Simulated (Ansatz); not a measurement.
Runs of Ansatz 0.2.0 on Br. It takes space group Cmce (No. 64, orthorhombic). The conventional cell has a = 6.726 Å, b = 4.645 Å, c = 8.702 Å, α = 90.00°, β = 90.00°, γ = 90.00°. Br (site symmetry m) is surrounded by 1 Br at 2.29 Å. 

```csv
level,cutoff (eV),gap on the mesh (eV),pressure (GPa),largest force (eV/Å)
LDA,420,1.74,-1.2,(b)
BLYP,420,1.85,3.7,1.26
PBEsol,420,1.82,0.1,(a)
r2SCAN,500,2.17,0.7,0.59
RPBE,420,1.95,3.5,0.85
PBE,420,1.87,1.8,0.86
revPBE,420,1.93,3.1,0.85
```

Alike in all rows: task band structure; potentials or basis Ansatz PAW; no spin polarisation; cell as given; k mesh 4 × 4 × 2; smearing fermi-dirac 0.05 eV.

Question: Fill in the values left out.

Answer: (a) 0.72; (b) 0.69.

Caveats: the PAW data sets come from PBE, with cores solved anew for the run's functional, which leaves a small shift of forces and pressure (some runs); forces of over 1 eV/Å show positions far from the minimum, so gaps and moduli don't describe the material at rest (some runs).

A k mesh can miss the band edges, and the runs leave out spin-orbit coupling on Br.
